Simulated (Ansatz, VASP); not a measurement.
**Be: VASP beside Ansatz**

```
CELL_PARAMETERS angstrom
0.00000 2.08956 2.08956
2.08956 0.00000 2.08956
2.08956 2.08956 0.00000
ATOMIC_POSITIONS crystal
Be 0.87500 0.87500 0.87500
Be 0.12500 0.12500 0.12500
```

Change from the starting cell: volume scaled by 0.65, LAPW.

Alike in both runs: task single point; functional LDA; k mesh 15 × 15 × 15; occupations fermi-dirac, width 0.08 eV; no spin polarisation.

|  | VASP | Ansatz |
| --- | --- | --- |
| version | VASP 6.6.1 | Ansatz 0.2.0 |
| potentials or method | VASP PAW LDA potentials, release 64 (Be), cutoff 520 eV | all-electron LAPW, scalar-relativistic |

Ansatz gave:

| Item | Value |
| --- | --- |
| pressure (GPa) | 42.0 |

**Question.** Estimate VASP's values.

**Answer.** Pressure (GPa): 42.4.

Ansatz ran all-electron here, so the differences hold the error of VASP's frozen core and of both bases.

Caveats: so large a pressure means that the cell lies far from this level's equilibrium, or that cutoff or potentials fall short (VASP).
